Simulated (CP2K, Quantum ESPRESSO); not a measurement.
This is a calculation of AlNi for CP2K 2026.2. 

Contents of alni_scf.inp:

```
&GLOBAL
  PROJECT alni_scf
  RUN_TYPE ENERGY_FORCE
  PRINT_LEVEL LOW
&END GLOBAL
&FORCE_EVAL
  METHOD QS
  STRESS_TENSOR ANALYTICAL
  &DFT
    BASIS_SET_FILE_NAME BASIS_MOLOPT_UZH
    POTENTIAL_FILE_NAME POTENTIAL_UZH
    UKS T
    MULTIPLICITY 2
    &MGRID
      CUTOFF 650
      REL_CUTOFF 60
      NGRIDS 5
    &END MGRID
    &QS
      METHOD GPW
      EPS_DEFAULT 1.0E-10
    &END QS
    &KPOINTS
      SCHEME MONKHORST-PACK 9 9 9
      GAMMA_CENTERED T
      SYMMETRY T
      SYMMETRY_BACKEND SPGLIB
    &END KPOINTS
    &SCF
      SCF_GUESS ATOMIC
      EPS_SCF 1.0E-6
      MAX_SCF 150
      ADDED_MOS 13 14
      CHOLESKY OFF
      EPS_EIGVAL 1.0E-7
      &DIAGONALIZATION ON
        ALGORITHM STANDARD
      &END DIAGONALIZATION
      &MIXING ON
        METHOD BROYDEN_MIXING
        ALPHA 0.2
        BETA 1.5
        NBUFFER 10
      &END MIXING
      &SMEAR ON
        METHOD FERMI_DIRAC
        ELECTRONIC_TEMPERATURE [K] 580.226
      &END SMEAR
    &END SCF
    &XC
      &XC_FUNCTIONAL
        &GGA_X_PBE
        &END GGA_X_PBE
        &GGA_C_PBE
        &END GGA_C_PBE
      &END XC_FUNCTIONAL
    &END XC
    &PRINT
      &KPOINTS ON
      &END KPOINTS
      &MULLIKEN ON
      &END MULLIKEN
      &MO ON
        ENERGIES T
        OCCUPATION_NUMBERS T
        &EACH
          QS_SCF 0
        &END EACH
        ADD_LAST NUMERIC
      &END MO
      &LOWDIN ON
      &END LOWDIN
      &HIRSHFELD ON
        SHAPE_FUNCTION DENSITY
      &END HIRSHFELD
    &END PRINT
  &END DFT
  &SUBSYS
    &CELL
      A 2.8810000000 0.0000000000 0.0000000000
      B 0.0000000000 2.8810000000 0.0000000000
      C 0.0000000000 0.0000000000 2.8810000000
      PERIODIC XYZ
    &END CELL
    &COORD
      Ni  1.4405000000 1.4405000000 1.4405000000
      Al  0.0000000000 0.0000000000 0.0000000000
    &END COORD
    &KIND Ni
      BASIS_SET TZVP-MOLOPT-PBE-GTH-q18
      POTENTIAL GTH-PBE-q18
      MAGNETIZATION 1.0
    &END KIND
    &KIND Al
      BASIS_SET TZVP-MOLOPT-PBE-GTH-q3
      POTENTIAL GTH-PBE-q3
    &END KIND
    &PRINT
      &ATOMIC_COORDINATES ON
      &END ATOMIC_COORDINATES
      &CELL ON
      &END CELL
      &SYMMETRY ON
      &END SYMMETRY
    &END PRINT
  &END SUBSYS
  &PRINT
    &FORCES ON
    &END FORCES
    &STRESS_TENSOR ON
    &END STRESS_TENSOR
  &END PRINT
&END FORCE_EVAL
```

Potentials or basis: POTENTIAL_UZH Ni GTH-PBE-q18, Al GTH-PBE-q3; TZVP-MOLOPT-PBE-GTH basis.

The run is started by

```console
$ OMP_NUM_THREADS=1 cp2k.psmp -i alni_scf.inp -o alni_scf.out
```

Task: Translate it to Quantum ESPRESSO 7.5. Potentials or basis there: SSSP 1.3 efficiency PBE, cutoff 748 eV.

Result: As run (cutoffs and basis follow the program's own potentials, and thresholds, step limits or extra output files can differ):

The input pw.in:

```
&CONTROL
  calculation = 'scf'
  prefix = 'pwscf'
  outdir = './tmp'
  pseudo_dir = './pseudo'
  tprnfor = .true.
  tstress = .true.
  disk_io = 'low'
/
&SYSTEM
  ibrav = 0
  nat = 2
  ntyp = 2
  ecutwfc = 55
  ecutrho = 440
  nbnd = 20
  occupations = 'smearing'
  smearing = 'fd'
  degauss = 0.00367493
  nspin = 2
  starting_magnetization(1) = 0.0556
  starting_magnetization(2) = 0
/
&ELECTRONS
  conv_thr = 4d-10
  electron_maxstep = 120
  mixing_beta = 0.3
/
ATOMIC_SPECIES
Ni    58.6934 ni_pbe_v1.4.uspp.F.UPF
Al    26.9815 Al.pbe-n-kjpaw_psl.1.0.0.UPF
CELL_PARAMETERS angstrom
   2.8810000000    0.0000000000    0.0000000000
   0.0000000000    2.8810000000    0.0000000000
   0.0000000000    0.0000000000    2.8810000000
ATOMIC_POSITIONS crystal
Ni     0.5000000000    0.5000000000    0.5000000000
Al     0.0000000000    0.0000000000    0.0000000000
K_POINTS automatic
9 9 9 0 0 0
```

The input pp_density.in:

```
&INPUTPP
  prefix = 'pwscf'
  outdir = './tmp'
  filplot = 'density.dat'
  plot_num = 0
/
&PLOT
  nfile = 1
  filepp(1) = 'density.dat'
  iflag = 3
  output_format = 6
  fileout = 'density.cube'
/
```

The input pp_potential.in:

```
&INPUTPP
  prefix = 'pwscf'
  outdir = './tmp'
  filplot = 'potential.dat'
  plot_num = 11
/
&PLOT
  nfile = 1
  filepp(1) = 'potential.dat'
  iflag = 3
  output_format = 6
  fileout = 'potential.cube'
/
```

The input pp_spin.in:

```
&INPUTPP
  prefix = 'pwscf'
  outdir = './tmp'
  filplot = 'spin.dat'
  plot_num = 6
/
&PLOT
  nfile = 1
  filepp(1) = 'spin.dat'
  iflag = 3
  output_format = 6
  fileout = 'spin.cube'
/
```

Potentials or basis: SSSP 1.3 efficiency PBE.

Launch:

```bash
$ OMP_NUM_THREADS=1 pw.x -in pw.in > pw.out
$ OMP_NUM_THREADS=1 pp.x -in pp_density.in > pp_density.out
$ OMP_NUM_THREADS=1 pp.x -in pp_potential.in > pp_potential.out
$ OMP_NUM_THREADS=1 pp.x -in pp_spin.in > pp_spin.out
```

Both were run:

|  | CP2K | Quantum ESPRESSO |
| --- | --- | --- |
| Pressure | 2.0 GPa | 2.1 GPa |
| Net moment | 0.00 μB per cell | 0.00 μB per cell |
| Absolute moment | 0.00 μB per cell | 0.00 μB per cell |

The magnetic state is the one that the start led to; the real crystal's order can differ.

Pressure is positive in compression.
